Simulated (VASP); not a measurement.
# P (P2/m) in VASP: notebook

Runs on P. Level: PBE. Tasks: single point.

All numbers are computed with VASP 6.6.1; they aren't measurements. Logs are shortened: lines on timing, memory, paths and dates and some standing lists are left out, and cuts for length are marked.

## 1. The structure

Symmetry: P2/m, No. 10, monoclinic system. The conventional cell has a = 2.425 Å, b = 2.439 Å, c = 4.852 Å, α = 90.00°, β = 90.24°, γ = 90.00°. P (site symmetry m) has 6 P at 2.42 to 2.44 Å as nearest neighbours.

This isn't the form of P at room conditions, which is orthorhombic.

## 2. Single point, PBE

The input, INCAR:

```
PREC = Accurate
ENCUT = 650
EDIFF = 1E-6
ISMEAR = 0
SIGMA = 0.1
LREAL = False
LASPH = True
NELM = 100
ALGO = Normal
ISIF = 2
LWAVE = False
LCHARG = False
GGA = PE
ADDGRID = False
```

The input, KPOINTS:

```
regular mesh
0
Gamma
  6 6 3
```

The input, POSCAR:

```
P
1.0
    2.4246941115      0.0000000000      0.0000000000
    0.0000000000      2.4385351442      0.0000000000
   -0.0203144631      0.0000000000      4.8524328982
P
2
Direct
    0.0000000300      0.0000000000      0.7494253600
    0.9999999700      0.0000000000      0.2505746400
```

Potentials or basis: VASP PAW PBE potentials, release 64 (P).

Started as:

```sh
$ cat potpaw_PBE.64/P/POTCAR > POTCAR
$ mpirun -np 1 vasp_std > vasp.out
```

OUTCAR:

```text
PREC = Accurate
   ENCUT = 650
   EDIFF = 1E-6
   ISMEAR = 0
   LREAL = False
   LASPH = True
   NELM = 100
   ISIF = 2
   GGA = PE

 Found     40 irreducible k-points:

 Following reciprocal coordinates:
            Coordinates               Weight
  0.000000  0.000000  0.000000      1.000000
  0.166667  0.000000 -0.000000      2.000000
  0.333333  0.000000 -0.000000      2.000000
  0.500000  0.000000 -0.000000      1.000000
  0.000000  0.166667  0.000000      2.000000
  0.166667  0.166667 -0.000000      4.000000
   k-points           NKPTS =     40   k-points in BZ     NKDIM =     40   number of bands    NBANDS=      9
   number of dos      NEDOS =    301   number of ions     NIONS =      2
   total plane-waves  NPLWV =  16000
   dimension x,y,z NGX =    20 NGY =   20 NGZ =   40
   dimension x,y,z NGXF=    40 NGYF=   40 NGZF=   80
   ions per type =               2
   NGX,Y,Z   is equivalent  to a cutoff of  13.71, 13.63, 13.70 a.u.
   NGXF,Y,Z  is equivalent  to a cutoff of  27.43, 27.27, 27.41 a.u.
 SYSTEM =  unknown system
   PREC   = accura    normal or accurate (medium, high low for compatibility)
   ISTART =      0    job   : 0-new  1-cont  2-samecut
   ICHARG =      2    charge: 1-file 2-atom 10-const
   ISPIN  =      1    spin polarized calculation?
   LNONCOLLINEAR =      F non collinear calculations
   LSORBIT =      F    spin-orbit coupling
   LASPH  =      T    aspherical Exc in radial PAW
   ENCUT  =  650.0 eV  47.77 Ry    6.91 a.u.   5.04  5.07 10.09*2*pi/ulx,y,z
   NELM   =    100;   NELMIN=  2; NELMDL= -5     # of ELM steps
   EDIFF  = 0.1E-05   stopping-criterion for ELM
   LREAL  =      F    real-space projection
   EDIFFG = 0.1E-04   stopping-criterion for IOM
   NSW    =      0    number of steps for IOM
   IBRION =     -1    ionic relax: 0-MD 1-quasi-New 2-CG
   NFREE  =      0    steps in history (QN), initial steepest desc. (CG)
   ISIF   =      2    stress and relaxation
   ISYM   =      2    0-nonsym 1-usesym 2-fastsym
   POTIM  = 0.5000    time-step for ionic-motion
   TEBEG  =    0.0;   TEEND  =   0.0 temperature during run
   PSTRESS=    0.0 pullay stress
   NELECT =      10.0000    total number of electrons
   NUPDOWN=      -1.0000    fix difference up-down
   EMIN   =  10.00;   EMAX   =-10.00  energy-range for DOS
   EFERMI =   0.00;   METHOD = LEGACY
   ISMEAR =     0;   SIGMA  =   0.10  broadening in eV -4-tet -1-fermi 0-gaus
   EFERMI_NEDOS =   21; number of points for ismear=-14 and -15
   IALGO  =     38    algorithm
   IMIX   =      4    mixing-type and parameters
     AMIX     =   0.40;   BMIX     =  1.00
     AMIX_MAG =   1.60;   BMIX_MAG =  1.00
  volume/ion in A,a.u.               =      14.35        96.81
  Fermi-wavevector in a.u.,A,eV,Ry     =   1.152107  2.177167 18.059715  1.327352
  Thomas-Fermi vector in A             =   2.288761
   LORBIT       =      0    0 simple, 1 ext, 2 COOP (PROOUT), +10 PAW based schemes
   GGA     = PE    functional components
   LHFCALC =     F    Hartree Fock is set to
   AEXX    =    0.0000 exact exchange contribution
   IVDW    =     0    specifies the selected vdW correction
   LEPSILON=     F    determine dielectric tensor
   LRPA    =     F    only Hartree local field effects (RPA)
 non-spin polarized calculation
 Gauss-broadening in eV      SIGMA  =   0.10
  energy-cutoff  :      650.00
  volume of cell :       28.69
 maximum number of plane-waves:      1102
   NGX = 11   NGY = 11   NGZ = 21

 number of electron      10.0000001 magnetization

 Free energy of the ion-electron system (eV)
  ---------------------------------------------------
  ext. energy  EPLUGINS =         0.00000000
  ---------------------------------------------------
  free energy    TOTEN  =       -10.59211941 eV

  energy without entropy =      -10.58447718  energy(sigma->0) =      -10.58829829

 E-fermi :  10.0483     XC(G=0): -11.3366

 val. band max:       10.0258539772   @ k =  -0.1667   0.1667   0.3333
 cond. band min:      10.0608112504   @ k =   0.1667   0.1667   0.3333
 fundamental gap:      0.0349572732
 Fermi energy:        10.0482960192

 k-point     1 :       0.0000    0.0000    0.0000
  band No.  band energies     occupation
      1      -6.7876      2.00000
      2      -2.3581      2.00000
      3       1.0660      2.00000
      4      14.8174      0.00000
      5      15.0213      0.00000
      6      15.0636      0.00000
      7      16.6174      0.00000
      8      16.6769      0.00000
      9      17.7691      0.00000

 k-point     2 :       0.1667    0.0000   -0.0000
  band No.  band energies     occupation
      1      -6.1456      2.00000
      2      -1.7120      2.00000
      3       1.6438      2.00000
      4       9.6147      2.00000
      5      13.0711      0.00000
      6      15.3208      0.00000
      7      15.5314      0.00000
      8      17.1323      0.00000
      9      18.2000      0.00000

 k-point     3 :       0.3333    0.0000   -0.0000
  band No.  band energies     occupation
      1      -4.2969      2.00000
      2       0.1796      2.00000
      3       3.2220      2.00000
      4       4.2231      2.00000
      5       7.9464      2.00000
      6      13.4035      0.00000
      7      16.6693      0.00000
      8      16.8768      0.00000
      9      18.3944      0.00000

 k-point     4 :       0.5000    0.0000   -0.0000
  band No.  band energies     occupation
      1      -2.3452      2.00000
      2       1.0639      2.00000
      3       2.4798      2.00000
      4       4.4990      2.00000
      5       4.5765      2.00000
      6      10.7713      0.00000
      7      17.7363      0.00000
      8      17.9418      0.00000
      9      19.2554      0.00000

 k-point     5 :       0.0000    0.1667    0.0000
  band No.  band energies     occupation
      1      -6.1559      2.00000
      2      -1.7216      2.00000
      3       1.6335      2.00000
      4       9.4823      2.00000
      5      12.9417      0.00000
      6      15.5136      0.00000
      7      15.5559      0.00000
      8      17.1664      0.00000
      9      18.4484      0.00000

 k-point     6 :       0.1667    0.1667   -0.0000
  band No.  band energies     occupation
      1      -5.5149      2.00000
      2      -1.0779      2.00000
      3       2.2080      2.00000
      4       9.5092      2.00000
      5      10.8333      0.00000
      6      12.5068      0.00000
      7      15.2324      0.00000
      8      16.0200      0.00000
      9      18.9898      0.00000

 [... further k-points ...]

------------------------ aborting loop because EDIFF is reached ----------------------------------------

  FORCE on cell =-STRESS in cart. coord.  units (eV):
  Direction    XX          YY          ZZ          XY          YZ          ZX
  --------------------------------------------------------------------------------------
  -------------------------------------------------------------------------------------
  Total        0.3229841      0.4399187      0.3246264      0.0000000      0.0000000      0.0277789
  in kB       18.0362473     24.5661706     18.1279573      0.0000000      0.0000000      1.5512437
  external PRESSURE =      20.2434584 kB  Pullay stress =       0.0000000 kB

 VOLUME and BASIS-vectors are now :
 -----------------------------------------------------------------------------
  energy-cutoff  :      650.00
  volume of cell :       28.69
      direct lattice vectors                 reciprocal lattice vectors
     2.424694112  0.000000000  0.000000000     0.412423157  0.000000000  0.001726589
     0.000000000  2.438535144  0.000000000     0.000000000  0.410082259  0.000000000
    -0.020314463  0.000000000  4.852432898     0.000000000  0.000000000  0.206082190

 POSITION                                       TOTAL-FORCE (eV/Angst)
 -----------------------------------------------------------------------------------
     -0.01522      0.00000      3.63654         0.000198      0.000000      0.021964
      2.41960      0.00000      1.21590        -0.000198     -0.000000     -0.021964
 -----------------------------------------------------------------------------------
    total drift:                                0.000000     -0.000000     -0.000000

  FREE ENERGIE OF THE ION-ELECTRON SYSTEM (eV)
  ---------------------------------------------------
  free  energy   TOTEN  =       -10.5921194060 eV

  energy  without entropy=      -10.5844771818  energy(sigma->0) =      -10.58829829
```

Run time: 12 s. Hardware: 1 thread of Intel Xeon Platinum 8259CL at 2.50GHz (Skylake/Cascade Lake), shared host; peak memory 0.14 GiB.

The run converged, but some of its settings lie outside the range that counts as converged, so its numbers aren't taken as properties of the crystal.

Results:

| Item | Value |
| --- | --- |
| Free energy | -10.5921 eV |
| Pressure | 2.0 GPa |
| Largest force | 0.022 eV/Å |
| Band gap on the k mesh | none (metal or under the smearing width) |

Caveat: the k mesh is coarse (spacing up to 0.43 Å⁻¹), so the values aren't converged.

## 3. Single point, PBE

INCAR is that of step 2.

KPOINTS is that of step 2.

The input, POSCAR:

```
P
1.0
    2.4246941115      0.0000000000      0.0000000000
    0.0000000000      2.4385351442      0.0000000000
   -0.0203144631      0.0000000000      4.8524328982
P
2
Direct
   -0.0009640000     -0.0137570000      0.7520410000
    1.0088450000      0.0001830000      0.2407300000
```

Potentials or basis: VASP PAW PBE potentials, release 64 (P).

Started as:

```sh
$ cat potpaw_PBE.64/P/POTCAR > POTCAR
$ mpirun -np 1 vasp_std > vasp.out
```

Run time: 17 s. Hardware: 1 thread of Intel Xeon Platinum 8259CL at 2.50GHz (Skylake/Cascade Lake), shared host; peak memory 0.14 GiB.

These settings aren't checked as converged: the numbers below hold their error.

Results:

| Item | Value |
| --- | --- |
| Free energy | -10.5846 eV |
| Pressure | 2.3 GPa |
| Largest force | 0.225 eV/Å |
| Band gap on the k mesh | none (metal or under the smearing width) |

Caveat: the k mesh is coarse (spacing up to 0.43 Å⁻¹), so the values aren't converged.

## 4. Single point, PBE

INCAR, as its differences from that of step 3:

```diff
@@ -1,3 +1,3 @@
 PREC = Accurate
-ENCUT = 650
+ENCUT = 280
 EDIFF = 1E-6
```

The input, KPOINTS:

```
regular mesh
0
Gamma
  10 10 5
```

The input, POSCAR:

```
P
1.0
    2.4246941115      0.0000000000      0.0000000000
    0.0000000000      2.4385351442      0.0000000000
   -0.0203144631      0.0000000000      4.8524328982
P
2
Direct
    0.0000000300      0.0000000000      0.7494253600
    0.9999999700      0.0000000000      0.2505746400
```

Started as:

```sh
$ cat potpaw_PBE.64/P/POTCAR > POTCAR
$ mpirun -np 1 vasp_std > vasp.out
```

Wall time 15 s (1 thread of Intel Xeon Platinum 8259CL at 2.50GHz (Skylake/Cascade Lake), shared host); peak memory 0.12 GiB.

The run converged, but some of its settings lie outside the range that counts as converged, so its numbers aren't taken as properties of the crystal.

What came out:

| Quantity | Value |
| --- | --- |
| Free energy | -10.5681 eV |
| Largest force | 0.005 eV/Å |
| Band gap on the k mesh | none (metal or under the smearing width) |

Caveat: the cutoff is under 1.25 times the usual one of these potentials, so pressure, stress and relaxed cells hold a basis-set (Pulay) error.

## 5. For comparison

An earlier run on the cell as given: functional PBE; potentials or basis VASP PAW PBE potentials, release 64 (P); cutoff 520 eV; k mesh 11 × 11 × 6; occupations fermi-dirac, width 0.05 eV; no spin polarisation.

- Pressure: 1.9 GPa
- Largest force: 0.005 eV/Å
- Band gap on the k mesh: none (metal or under the smearing width)
